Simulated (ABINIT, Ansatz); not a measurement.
# KF (Carobbiite): zone-centre phonons, part 2 of 2

Wanted: the vibrations of KF (Carobbiite) at Γ, by two programs.

ABINIT 10.8.3; DFT LDA, scalar-relativistic, plane waves, PseudoDojo norm-conserving pseudopotentials.

So far. Step 3 (Ground state): The cell stands at -1.8 GPa: the relaxation ran with a smoothed and higher cutoff and on another k mesh. Step 5 (Linear response at Γ): The acoustic modes at Γ come out as far as 2.3 cm⁻¹ from zero, where they should vanish, a small numerical error; the Born charges miss their sum rule by 8.1e-4 e, which is good. The relaxed cell has a = 5.158 Å (conventional setting).

**6. Modes with the sum rule**

anaddb reads the merged derivatives, imposes the acoustic sum rule and charge neutrality, and adds the LO-TO term along chosen directions.

anaddb.abi

```
ddb_filepath "gamma_DDB"
output_file "anaddb.abo"
outdata_prefix "anaddb"
asr 1
chneut 1
enunit 2
eivec 1
nph1l 1
qph1l 0.0 0.0 0.0 1.0
dieflag 1
nph2l 3
qph2l 
    1.0 0.0 0.0 0.0
    0.0 0.0 1.0 0.0
    1.0 1.0 1.0 0.0
```

mrgddb.in

```
gamma_DDB
merged
2
dfpt_gammao_DS2_DDB
gso_DDB
```

Started as:

```
mrgddb < mrgddb.in > mrgddb.log
OMP_NUM_THREADS=1 anaddb anaddb.abi > anaddb.log
```

anaddb.abo, the main output file:

```text
[banners, grids, parts of the stress and lines that vanish by symmetry left out]
-outvars_anaddb: echo values of input variables ----------------------

 Flags :
[...]
Dielectric Tensor and Effective Charges
[...]
Effective charge tensors after
[...]
Phonon wavevector (reduced coordinates) :  0.00000  0.00000  0.00000
 Phonon energies in Hartree :
[...]
Phonon energies in meV     :
-  0.000000E+00  0.000000E+00  0.000000E+00  2.615018E+01  2.615018E+01
-  2.615018E+01
 Phonon frequencies in cm-1    :
-  0.000000E+00  0.000000E+00  0.000000E+00  2.109154E+02  2.109154E+02
-  2.109154E+02
 Phonon frequencies in Thz     :
-  0.000000E+00  0.000000E+00  0.000000E+00  6.323085E+00  6.323085E+00
-  6.323085E+00
 Phonon energies in Kelvin  :
-  0.000000E+00  0.000000E+00  0.000000E+00  3.034602E+02  3.034602E+02
-  3.034602E+02
[...]
-  1  0.00000000E+00  0.00000000E+00  3.07287066E-03
-     0.00000000E+00  0.00000000E+00  0.00000000E+00
-  2  0.00000000E+00  0.00000000E+00  3.07286902E-03
-     0.00000000E+00  0.00000000E+00  0.00000000E+00
[...]
-  1  0.00000000E+00  3.07287066E-03  0.00000000E+00
-     0.00000000E+00  0.00000000E+00  0.00000000E+00
-  2  0.00000000E+00  3.07286902E-03  0.00000000E+00
-     0.00000000E+00  0.00000000E+00  0.00000000E+00
[...]
-  1  3.07287066E-03  0.00000000E+00  0.00000000E+00
-     0.00000000E+00  0.00000000E+00  0.00000000E+00
-  2  3.07286902E-03  0.00000000E+00  0.00000000E+00
-     0.00000000E+00  0.00000000E+00  0.00000000E+00
[...]
-  1  0.00000000E+00  1.39855478E-07  2.14202068E-03
-     0.00000000E+00  0.00000000E+00  0.00000000E+00
-  2 -1.95899393E-07 -2.87819683E-07 -4.40823427E-03
-     0.00000000E+00  0.00000000E+00  0.00000000E+00
[...]
-  1  1.71581846E-07 -2.14202068E-03  1.39847853E-07
-     0.00000000E+00  0.00000000E+00  0.00000000E+00
-  2 -3.53111890E-07  4.40823426E-03 -2.87803990E-07
-     0.00000000E+00  0.00000000E+00  0.00000000E+00
[...]
-  1  2.14202068E-03  1.71575630E-07  0.00000000E+00
-     0.00000000E+00  0.00000000E+00  0.00000000E+00
-  2 -4.40823427E-03 -3.53099099E-07  1.95922447E-07
-     0.00000000E+00  0.00000000E+00  0.00000000E+00
[...]
-     1         -0.000000     0.000000     0.000000     0.000000
-     2          0.000000     0.000000    -0.000000     0.000000
-     3          0.000000    -0.000000    -0.000000     0.000000
-     4          0.000068     0.000100     1.537583     1.537583
-     5          0.000123    -1.537583     0.000100     1.537583
-     6          1.537583     0.000123    -0.000068     1.537583
[...]
-   1     Real    0.0000E+00  0.0000E+00  0.0000E+00  0.0000E+00  0.0000E+00  0.0000E+00  0.0000E+00
[...]
-   2     Real    0.0000E+00  0.0000E+00  0.0000E+00  0.0000E+00  0.0000E+00  0.0000E+00  0.0000E+00
[...]
-   3     Real    0.0000E+00  0.0000E+00  0.0000E+00  0.0000E+00  0.0000E+00  0.0000E+00  0.0000E+00
[...]
-   4     Real    1.1215E-13  2.4209E-13  5.6789E-05  1.6477E-13  2.5237E-09  3.7078E-09  5.6789E-05
[...]
-   5     Real    3.6438E-13  5.6789E-05  2.4206E-13 -4.5490E-09  2.9699E-13 -3.7076E-09  5.6789E-05
[...]
-   6     Real    5.6789E-05  3.6436E-13  1.1218E-13  4.5488E-09 -2.5240E-09 -2.0217E-13  5.6789E-05
[...]
Phonon at Gamma, with non-analyticity in the
[...]
Phonon energies in Hartree :
[...]
Phonon energies in meV     :
-  0.000000E+00  0.000000E+00  0.000000E+00  2.615018E+01  2.615018E+01
-  4.210507E+01
 Phonon frequencies in cm-1    :
-  0.000000E+00  0.000000E+00  0.000000E+00  2.109154E+02  2.109154E+02
-  3.396003E+02
 Phonon frequencies in Thz     :
-  0.000000E+00  0.000000E+00  0.000000E+00  6.323085E+00  6.323085E+00
-  1.018096E+01
 Phonon energies in Kelvin  :
-  0.000000E+00  0.000000E+00  0.000000E+00  3.034602E+02  3.034602E+02
-  4.886091E+02
[...]
-  1  0.00000000E+00  0.00000000E+00  3.07287066E-03
-     0.00000000E+00  0.00000000E+00  0.00000000E+00
-  2  0.00000000E+00  0.00000000E+00  3.07286902E-03
-     0.00000000E+00  0.00000000E+00  0.00000000E+00
[...]
Phonon at Gamma, with non-analyticity in the
[...]
Phonon energies in Hartree :
[...]
Phonon energies in meV     :
-  0.000000E+00  0.000000E+00  0.000000E+00  2.615018E+01  2.615018E+01
-  4.210507E+01
 Phonon frequencies in cm-1    :
-  0.000000E+00  0.000000E+00  0.000000E+00  2.109154E+02  2.109154E+02
-  3.396003E+02
 Phonon frequencies in Thz     :
-  0.000000E+00  0.000000E+00  0.000000E+00  6.323085E+00  6.323085E+00
-  1.018096E+01
 Phonon energies in Kelvin  :
-  0.000000E+00  0.000000E+00  0.000000E+00  3.034602E+02  3.034602E+02
-  4.886091E+02
[...]
Phonon at Gamma, with non-analyticity in the
[...]
Phonon energies in Hartree :
[...]
Phonon energies in meV     :
-  0.000000E+00  0.000000E+00  0.000000E+00  2.615018E+01  2.615018E+01
-  4.210507E+01
 Phonon frequencies in cm-1    :
-  0.000000E+00  0.000000E+00  0.000000E+00  2.109154E+02  2.109154E+02
-  3.396003E+02
 Phonon frequencies in Thz     :
-  0.000000E+00  0.000000E+00  0.000000E+00  6.323085E+00  6.323085E+00
-  1.018096E+01
 Phonon energies in Kelvin  :
-  0.000000E+00  0.000000E+00  0.000000E+00  3.034602E+02  3.034602E+02
-  4.886091E+02
[...]
-  1  6.70275831E-06 -3.07279779E-03 -2.00550065E-05
-     0.00000000E+00  0.00000000E+00  0.00000000E+00
-  2  6.70241634E-06 -3.07279649E-03 -2.00553341E-05
-     0.00000000E+00  0.00000000E+00  0.00000000E+00
[...]
-  1  3.07285923E-03  6.66997804E-06  5.00903725E-06
-     0.00000000E+00  0.00000000E+00  0.00000000E+00
-  2  3.07285792E-03  6.67031267E-06  5.00937278E-06
-     0.00000000E+00  0.00000000E+00  0.00000000E+00
[...]
-  1  2.77104195E-04  1.35695326E-03 -1.63405745E-03
-     0.00000000E+00  0.00000000E+00  0.00000000E+00
-  2 -5.70274703E-04 -2.79258174E-03  3.36285645E-03
-     0.00000000E+00  0.00000000E+00  0.00000000E+00
[...]
-  1  1.72686084E-03 -1.10340969E-03 -6.23451147E-04
-     0.00000000E+00  0.00000000E+00  0.00000000E+00
-  2 -3.55384390E-03  2.27079433E-03  1.28304957E-03
-     0.00000000E+00  0.00000000E+00  0.00000000E+00
[...]
Direction                     Dielectric constant
[...]
0.00000   0.00000   1.00000      5.43267358
   1.00000   1.00000   1.00000      5.43267358
-
```

Wall time 0.76 s (1 thread of Intel Xeon at 2.70GHz, shared host).

This step gave:

```
mean static dielectric constant      : 5.433
highest mode moved by the LO-TO term : 339.6 cm⁻¹
```

No LO-TO term; unit eigenvectors of the mass-weighted matrix, from anaddb's displacements. The modes at Γ (shares of kinetic energy by element, %):

```
mode  frequency (cm⁻¹)  symmetry  K %  F %
   1               0.0  acoustic   67   33
   2               0.0  acoustic   67   33
   3               0.0  acoustic   67   33
   4             210.9       T1u   33   67
   5             210.9       T1u   33   67
   6             210.9       T1u   33   67
```

Displacements in mode 4 (210.9 cm⁻¹), the largest set to 1:
```
K1   0.00  0.00  0.49
F2   0.00  0.00 -1.00
```

Trace of the oscillator strength, degenerate modes summed. Lines of the infrared spectrum (strongest = 100):

```
position (cm⁻¹)  lines merged  IR intensity, relative
            211             3                     100
```

Static dielectric tensor (ions relaxed, fixed cell):

```
5.43 0.00 0.00
0.00 5.43 0.00
0.00 0.00 5.43
```

The rule moves no optical mode by more than 0.1 cm⁻¹.

**7. The same in Ansatz**

The same cell, potentials and cutoff go through another code, on another k mesh. Its k mesh is centred on Γ.

This step: DFT LDA, scalar-relativistic, plane waves, PseudoDojo norm-conserving pseudopotentials (Ansatz 0.2.0).

input.yaml

```yaml
crystal:
  lattice:
    - [0.0, 2.5791403957, 2.5791403957]
    - [2.5791403957, 0.0, 2.5791403957]
    - [2.5791403957, 2.5791403957, 0.0]
  atoms:
    - { symbol: K, position: [0.0, 0.0, 0.0] }
    - { symbol: F, position: [0.5, 0.5, 0.5] }
kpoints:
  mp_grid: { grid: [8, 8, 8] }
hamiltonian:
  xc: lda
  pseudopotentials: { kind: nc, accuracy: standard }
scf:
  occupations: { method: fixed }
output:
  eigenvalues: true
basis:
  ecutwfc: 925.187
phonons:
  method: dfpt
  dielectric: true
  rigid_motions: translations
```

Started as:

```
ansatz run input.yaml --threads 2 --pin off --max-ram 4096MiB --backend cpu --events-out ev --progress --plain --runs-dir out
```

What it wrote:

```text
Warning: basis.ecutwfc = 925.187 eV is below the records' recommended 1142.878222 eV, and the density's cutoff is lower with it unless basis.ecutrho_ratio is high enough to keep the records' density cutoff: compare with a run at a higher cutoff
Engine: ansatz 0.2.0, x86_64-unknown-linux-gnu
Pseudopotentials: kind: nc
Pseudopotential: K, nc, valence charge 9, recommended cutoff 979.609905 eV (normal), K.nc.azcp (PseudoDojo's, or run here from an input of PseudoDojo's; its table is named by hamiltonian.pseudopotentials.accuracy)
Pseudopotential: F, nc, valence charge 7, recommended cutoff 1142.878222 eV (normal), F.nc.azcp (PseudoDojo's, or run here from an input of PseudoDojo's; its table is named by hamiltonian.pseudopotentials.accuracy)
Functional definition: SPW92
  exchange = slater_x
  correlation = pw_c
Crystal: 2 atoms, lattice volume = 34.313 Å³
Basis set: ecut = 925.187 eV, 2133 PW (Γ), exchange–correlation on 80×80×80 points (8 copies of the dense FFT grid, shifted against one another)
Bands: 12, of which v1, the nominal top of the filled ones, is band 8 counted from 1 (7 counted from 0)
Symmetry: 48 space group operations
k-points: 59 of 512 (irreducible under 8 space group operations, time reversal used)
Non-local potential: K, projectors of the file, l = 0: 2, l = 1: 2, l = 2: 2
Non-local potential: F, projectors of the file, l = 0: 2, l = 1: 2, l = 2: 1
Initial density: superposition of atomic densities (chi_scale 0.1, normalization cell, long waves kept (reshape's long-wave potential 0.00 eV rms))
Initial wavefunctions: pseudopotential atomic-orbital guess
Functional: x = slater, c = lda
SCF iter   1: F=—  HF=-1489.395049 eV  |F-HF|=—  |Δ(HF+E_count)|=         —  Δρ=2.05e-1  dr2=1.24e1  ethr=3.10e-3  ⟨swp⟩=6.3  Hψ=4508  notcnv=0  defer=105
preconditioner: auto → none  [insulator: Δε(μ)=2.888 eV  Ē_g=16.128 eV  n_scr=8 (ndim 8)  ℏωp=23.7 eV  f_vac=0.000  ε∞_Penn≈3.2]
SCF iter   2: F=—  HF=-1487.746045 eV  |F-HF|=—  |Δ(HF+E_count)|=    1.65e0  Δρ=1.52e-1  dr2=5.08e0  ethr=3.10e-3  ⟨swp⟩=4.2  Hψ=2696  notcnv=0  defer=113
SCF iter   3: F=—  HF=-1486.188986 eV  |F-HF|=—  |Δ(HF+E_count)|=    1.56e0  Δρ=2.21e-2  dr2=1.42e-1  ethr=3.10e-3  ⟨swp⟩=3.0  Hψ=1409  notcnv=0  defer=111
SCF iter   4: F=—  HF=-1486.162566 eV  |F-HF|=—  |Δ(HF+E_count)|=   2.64e-2  Δρ=9.88e-3  dr2=2.37e-2  ethr=8.87e-4  ⟨swp⟩=2.0  Hψ=1719  notcnv=0  defer=113
SCF iter   5: F=—  HF=-1486.156444 eV  |F-HF|=—  |Δ(HF+E_count)|=   6.12e-3  Δρ=8.85e-4  dr2=2.45e-4  ethr=1.48e-4  ⟨swp⟩=2.2  Hψ=1058  notcnv=0  defer=116
SCF iter   6: F=—  HF=-1486.156510 eV  |F-HF|=—  |Δ(HF+E_count)|=   6.66e-5  Δρ=1.93e-4  dr2=6.44e-6  ethr=1.53e-6  ⟨swp⟩=2.0  Hψ=1237  notcnv=0  defer=116
SCF iter   7: F=—  HF=-1486.156510 eV  |F-HF|=—  |Δ(HF+E_count)|=   1.53e-7  Δρ=1.21e-4  dr2=4.56e-6  ethr=4.02e-8  ⟨swp⟩=2.0  Hψ=1130  notcnv=0  defer=110
SCF iter   8: F=—  HF=-1486.156508 eV  |F-HF|=—  |Δ(HF+E_count)|=   2.54e-6  Δρ=2.03e-5  dr2=1.45e-7  ethr=2.85e-8  ⟨swp⟩=2.0  Hψ=876  notcnv=0  defer=87
SCF iter   9: F=—  HF=-1486.156510 eV  |F-HF|=—  |Δ(HF+E_count)|=   2.37e-6  Δρ=4.77e-6  dr2=6.92e-9  ethr=9.04e-10  ⟨swp⟩=2.0  Hψ=880  notcnv=0  defer=57
SCF iter  10: F=-1486.156510 eV  HF=-1486.156510 eV  |F-HF|=1.39e-11  |Δ(HF+E_count)|=   1.70e-9  Δρ=2.74e-7  dr2=1.87e-11  ethr=1.00e-12  ⟨swp⟩=9.0  Hψ=6140  notcnv=0
SCF 1 converged in 10 iterations: F = -1486.156510 eV  dr2 = 1.87e-11
DFPT response loops at Γ: preconditioner auto → none (the input reference at scf.mixing.eps_inf says where Resta's filter doesn't serve); β = 0.50; Broyden in place of MSR1
SCF converged after 10 iterations
Free energy (F): -1486.156510 eV
Harris-Foulkes:  -1486.156510 eV  (|F-HF|=1.39e-11)
Internal energy: -1486.156510 eV  (E = F + TS)
E sigma→0 (E₀):  -1486.156510 eV
Fermi energy:    1.882054 eV
--- Per-component energies (eV) ---
  E_band       = -113.043716
  E_kinetic    = 720.651216
  E_local      = -1269.281569  (includes V_loc(G=0)·N_el)
  E_nonlocal   = 43.319593
  E_hartree    = 360.814184
  E_xc         = -318.081189
  E_vxc        = -329.361191  (∫ρ·V_xc dr)
  E_ewald      = -1023.578746
  E_smearing   = -0.000000  (= −TS)
  E_closure    = 0.000000  (closes the sum)
  Σ components = -1486.156510   (vs F -1486.156510, Δ=0.00e0)
--- Band table (eV; the first three rows and the last of 59) ---
  k-point 0: bands = [... 4 lower, -6.8457, 1.8821, 1.8821, 1.8821, 8.2772, 12.7010, 12.7010, 12.7010]
  k-point 1: bands = [... 4 lower, -6.8524, 1.7071, 1.8091, 1.8091, 8.7589, 12.4131, 12.9389, 12.9389]
  k-point 2: bands = [... 4 lower, -6.8680, 1.3429, 1.6414, 1.6414, 9.9191, 12.0649, 13.5373, 13.5373]
  k-point 58: bands = [... 4 lower, -6.9502, 1.3648, 1.7654, 1.7654, 11.6999, 11.6999, 13.5722, 15.8954]
--- Phonons (Γ-DFPT): 2 representative perturbations + reference, on 59 of 512 k-points (Σ response iterations 6) ---
  k mesh reduced under 8 symmetry operations, with k and −k counted as one. Each operation leaves every solved perturbation unchanged. A smaller set is not considered because the run solves the response to a homogeneous field
  ASR residual: 5.708e-4 → 0.000e0 eV/Å²; symmetrization residual: 1.592e-6 eV/Å²
  ASR residual per site (eV/Å²): 3.15e-5 5.71e-4
  Γ frequencies (cm⁻¹): 0.00 0.00 0.00 210.91 210.91 210.91
  ε∞ (high-frequency dielectric tensor):
        2.095343    -0.000000    -0.000000
        0.000000     2.095343    -0.000000
        0.000000     0.000000     2.095343
  ε⁰ (static dielectric tensor: ions relaxed, cell fixed):
        5.435877    -0.000000    -0.000000
        0.000000     5.435877    -0.000000
        0.000000    -0.000000     5.435877
  ε⁰ − ε∞ (ionic part):
        3.340535    -0.000000     0.000000
       -0.000000     3.340535    -0.000000
        0.000000    -0.000000     3.340535
  softest optical mode at Γ: 210.91 cm⁻¹; the repairs (sum rule, projections) moved no ω² at Γ by more than (2.88 cm⁻¹)²
  Born effective charges Z* (e; rows j = field, columns β = displacement):
    site 0:
         1.15102   -0.00000    0.00000
         0.00000    1.15102    0.00000
         0.00000   -0.00000    1.15102
    site 1:
        -1.15102    0.00000    0.00000
         0.00000   -1.15102   -0.00000
         0.00000    0.00000   -1.15102
  Z* charge neutrality: 2.643e-5 e pre-enforcement
  k-mesh period / interband length: 29.2 Å / 0.87 Å = 33.38 at k = (0.0000, 0.0000, 0.0000), direct gap 6.395 eV — 14 or more, which is no proof of convergence
  optical modes at Γ without the LO–TO term, one row a degenerate level:
      ω (cm⁻¹)  modes    IR ((D/Å)²/amu)
        210.91      3             7.1718
  optical modes at Γ + LO–TO along q̂ = [1.0000, 0.0000, 0.0000]:
      ω (cm⁻¹)  modes    IR ((D/Å)²/amu)
        210.91      2             4.7812
        339.71      1             2.3906
  optical modes at Γ + LO–TO along q̂ = [0.0000, 1.0000, 0.0000]:
      ω (cm⁻¹)  modes    IR ((D/Å)²/amu)
        210.91      2             4.7812
        339.71      1             2.3906
  optical modes at Γ + LO–TO along q̂ = [0.0000, 0.0000, 1.0000]:
      ω (cm⁻¹)  modes    IR ((D/Å)²/amu)
        210.91      2             4.7812
        339.71      1             2.3906
```

It took 14 s on 2 threads; peak memory 0.53 GiB; 27 s of CPU time.

Numbers from this step:

| Quantity | Value |
| --- | --- |
| sum-rule residual before enforcement | 5.71e-4 eV/Å² |
| miss of the charge sum rule | 2.64e-5 e |
| mean static dielectric constant | 5.436 |
| highest mode moved by the LO-TO term | 339.7 cm⁻¹ |

Transverse modes. Infrared lines, with heights relative to the strongest:

```
position (cm⁻¹)  label  IR intensity ((D/Å)²/amu), degenerate modes summed, relative
            211    T1u                                                           100
```

**8. The two compared: ABINIT PseudoDojo and Ansatz, PseudoDojo**

Worked out from the results:

| Item | Value |
| --- | --- |
| root-mean-square difference | 0.01 cm⁻¹ |
| largest difference | 0.01 cm⁻¹ |

Frequencies side by side, by row:

```
q (reciprocal lattice)  mode  ABINIT PseudoDojo (cm⁻¹)  Ansatz, PseudoDojo (cm⁻¹)
                 0 0 0     1                         0                          0
                 0 0 0     2                         0                          0
                 0 0 0     3                         0                          0
                 0 0 0     4                     210.9                      210.9
                 0 0 0     5                     210.9                      210.9
                 0 0 0     6                     210.9                      210.9
```

The two runs side by side. Further quantities:

```
                                                                               quantity  ABINIT PseudoDojo  Ansatz, PseudoDojo
                                                                                mean ε∞              2.095               2.095
largest Born charge in size (e; the first before, the second after the charge sum rule)              1.151               1.151
                                                       summed IR intensity ((D/Å)²/amu)              7.165               7.172
```

At the zone centre the largest difference (acoustic modes at Γ apart) is 0.005 % of the highest mode.

**9. Summary of results**

* space group after relaxation: Fm-3m
* volume per atom: 17.2 Å³
* highest optical zone-centre mode (no LO-TO term): 210.9 cm⁻¹
* highest mode moved by the LO-TO term: 339.6 cm⁻¹
* mean high-frequency dielectric constant: 2.10
* largest Born charge in size (third of the trace): 1.15 e
* mean static dielectric constant: 5.43
* imaginary optical modes at the zone centre (no q mesh in this session): none
* largest difference from Ansatz, PseudoDojo: 0.01 cm⁻¹

At the LDA level the optical modes of KF (Carobbiite) at the zone centre (no LO-TO term) lie at 211 cm⁻¹. The base run prints -1.8 GPa, mostly the error of a finite basis; the relaxation, with a smoothed and higher cutoff, had brought the cell to rest. An error of this size shows a cutoff that is short for these files. Along the directions run, the highest mode that the macroscopic field moves lies at 340 cm⁻¹. Lattice motion raises the mean dielectric constant from 2.095 to 5.433. The Born charge of K is 1.151 e against a formal charge of +1, somewhat above it. The Lyddane-Sachs-Teller relation holds: (ωLO/ωTO)² is 2.59 and ε₀/ε∞ is 2.59. ABINIT PseudoDojo and Ansatz, PseudoDojo agree to 0.01 cm⁻¹ (0.005 % of the highest mode compared) on all solved modes but the acoustic ones at Γ, without the LO-TO term. These are harmonic frequencies at zero temperature: anharmonic shifts and linewidths and thermal expansion are left out. Ansatz warns that the cutoff lies 19 % under the one recommended for these files; agreement at one cutoff is not convergence.

[Host names and launcher messages were left out of these logs when they were recorded.]

[Logs are printed without paths, hosts, clocks, repeated set-up lines and the standing remarks that a program may print on its own settings, such as how far it seeks lower states.]

[Hosts, paths, dates, database ids (printed as entryN), source tags and the programs' standing remarks are cut or masked in the printed files.]
